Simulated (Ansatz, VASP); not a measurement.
InAs: VASP beside Ansatz

```
In As
1.0
     0.00000    3.02400    3.02400
     3.02400    0.00000    3.02400
     3.02400    3.02400    0.00000
In As
1 1
Direct
  0.00000 0.00000 0.00000
  0.75000 0.75000 0.75000
```

Alike in both runs: task electric field gradients; functional PBE; k mesh 10 × 10 × 10; occupations fermi-dirac, width 0.08 eV; no spin polarisation.

|  | VASP | Ansatz |
| --- | --- | --- |
| version | VASP 6.6.1 | Ansatz 0.2.0 |
| potentials or method | VASP PAW PBE potentials, release 64 (In_d, As) | PAW with Ansatz's default frozen-core files, scalar-relativistic |
| plane-wave cutoff (eV) | 520 | 420 |
| valence electrons in the cell | 18 | 28 |

|  | VASP | Ansatz | Ansatz less VASP |
| --- | --- | --- | --- |
| pressure (GPa) | 3.9 | 3.9 | -0.07 |
| Vzz of the field gradient on the site that differs most (V/Å²) | 0.0 | 0.0 | 0.00 |

The two sets of potentials don't hold the same shells in valence. Ansatz warned: «gradients_without_spin_orbit».
